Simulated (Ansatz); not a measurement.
# MoS2: the cost of one run

Program: Ansatz 0.2.0. Level of theory: DFT PBE+U (U = 4 eV, J = 0.9 eV on Mo d), plane waves, PAW. These are calculated values, not measurements.

2 further runs of the same task are left out: 2 that didn't finish.

## 1. Starting point

Symmetry: R3m, No. 160, trigonal system. Conventional cell: a = 3.163 Å, b = 3.163 Å, c = 18.370 Å, α = 90.00°, β = 90.00°, γ = 120.00°. Mo (site symmetry 3m) has 6 S at 2.36 Å as nearest neighbours. Around S (site symmetry 3m) lie 3 Mo at 2.36 Å.

Coordinates:

```xyz
6
Lattice="1.5815 0.9131 6.1233 -1.5815 0.9131 6.1233 0.0000 -3.6523 12.2467" Properties=species:S:1:pos:R:3 pbc="T T T"
Mo    0.0000    0.0000    0.0000
S     0.0000    0.0000   13.7481
S     0.0000    0.0000   10.7446
Mo    0.0000   -1.8262    6.1233
S     0.0000   -1.8262   19.8714
S     0.0000   -1.8262   16.8679
```

## 2. Ferromagnetic start, free, symmetry kept, no search

input.yaml reads:

```yaml
crystal:
  lattice:
    - [1.58149989, 0.91307939, 6.12332821]
    - [-1.58149989, 0.91307939, 6.12332821]
    - [0.0, -3.65231756, 12.24665642]
  atoms:
    - { symbol: Mo, position: [0.0, 0.0, 0.0], spin: 2.0 }
    - { symbol: S, position: [0.7484, 0.7484, 0.3742] }
    - { symbol: S, position: [0.5849, 0.5849, 0.29245] }
    - { symbol: Mo, position: [0.0, 0.0, 0.5], spin: 2.0 }
    - { symbol: S, position: [0.7484, 0.7484, 0.8742] }
    - { symbol: S, position: [0.5849, 0.5849, 0.79245] }
basis:
  ecutwfc: 420
  ecutrho_ratio: 4
kpoints:
  mp_grid: { grid: [7, 7, 4] }
hamiltonian:
  xc: pbe
  hubbard:
    sites:
      - { site: 0, l: d, u: 4.0, j: 0.9 }
      - { site: 3, l: d, u: 4.0, j: 0.9 }
scf:
  occupations: { method: gaussian, width: 0.05 }
  lower_state_search: "off"
  max_iter: 150
output:
  forces: true
  stress: true
  eigenvalues: true
  populations: true
  hubbard: { sites: [{ site: 0, l: d }, { site: 3, l: d }] }
magnetization:
  spin_polarized: true
```

Command:

```console
ansatz run input.yaml --threads 4 --pin off --max-ram 6144MiB --backend cpu --events-out ev --progress --plain --runs-dir out
```

Q: Estimate wall time and peak memory on 4 threads of Arm Neoverse V1, shared host.

About 29 s, with a peak of 0.67 GiB.
